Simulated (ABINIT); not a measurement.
Write the native input for ABINIT 10.8.3 (patched build) that does the following.

| Quantity | Value |
| --- | --- |
| Task | band structure |
| Functional | rPW86PBE |
| Potentials or basis | JTH PAW PBE v2.0 |
| Cutoff | 599 eV |
| k mesh | 11 × 11 × 11 |
| Occupations | fermi-dirac, width 0.05 eV |
| Spin | no spin polarisation |
| Fine-grid cutoff | 1197.3 eV |
| Exchange and correlation inside the PAW spheres | full angular mesh (pawxcdev 0, this build's default; the released program takes 1) |

Ge:

```xyz
2
Lattice="-2.5745 2.5745 1.3974 2.5745 -2.5745 1.3974 2.5745 2.5745 -1.3974" Properties=species:S:1:pos:R:3 pbc="T T T"
Ge    0.0000    0.0000    1.3974
Ge    2.5745    0.0000    0.6987
```

This isn't the form of Ge at room conditions, which is diamond.

The input as run:

run.abi

```
# Datasets: ground state, then fixed potential
ndtset 2

# Pseudopotentials
pp_dirpath "./"
pseudos "Ge.GGA_PBE-JTH.xml"

# Structure
acell 3.8998406021 3.8998406021 3.8998406021 Angstrom
rprim
    -0.6601525502     0.6601525502     0.3583255794
     0.6601525502    -0.6601525502     0.3583255794
     0.6601525502     0.6601525502    -0.3583255794
ntypat 1
znucl 32
natom 2
typat 1 1
xred
     0.5000000000     0.5000000000     0.0000000000
     0.2500000000     0.7500000000     0.5000000000

# Plane-wave basis
ecut 22.0
pawecutdg 44.0

# Exchange and correlation
ixc -144130

# Bands and occupations
occopt 3
tsmear 0.00183747

# SCF cycle
nstep 100

# Output
iomode 3
prtwf 0
prteig 0
prtebands 0
enunit 1
prtden1 1

# Dataset 1
kptopt1 1
ngkpt1 11 11 11
nshiftk1 1
shiftk1 0.0 0.0 0.0
nband1 18
tolvrs1 1.0e-9

# Dataset 2: bands along G-X-M-G-Z-P-N-Z1-M
iscf2 -2
getden2 1
nband2 24
nbdbuf2 4
tolwfr2 1.0e-11
kptopt2 -8
ndivsm2 6
prteig2 1
kptbounds2
     0.0000000000     0.0000000000     0.0000000000
     0.0000000000     0.0000000000     0.5000000000
    -0.5000000000     0.5000000000     0.5000000000
     0.0000000000     0.0000000000     0.0000000000
     0.3236558120     0.3236558120    -0.3236558120
     0.2500000000     0.2500000000     0.2500000000
     0.0000000000     0.5000000000     0.0000000000
    -0.3236558120     0.6763441880     0.3236558120
    -0.5000000000     0.5000000000     0.5000000000
```

Potentials or basis: JTH PAW PBE v2.0.

The run is started by

```bash
$ abinit run.abi > log 2>&1
```

It gave:

```yaml
Pressure: 8.6 GPa
Band_gap_on_the_k_mesh: none (metal or under the smearing width)
Valence_electrons_inside_the_program's_atomic_spheres: Ge 12.28 (radii [1.2196] Å)
```

Caveat: the PAW data sets were made with another functional, which shifts forces and pressure a little.

It took 2.6 min on 1 thread of Arm Neoverse V1, with other jobs on the host, peak memory 0.19 GiB.
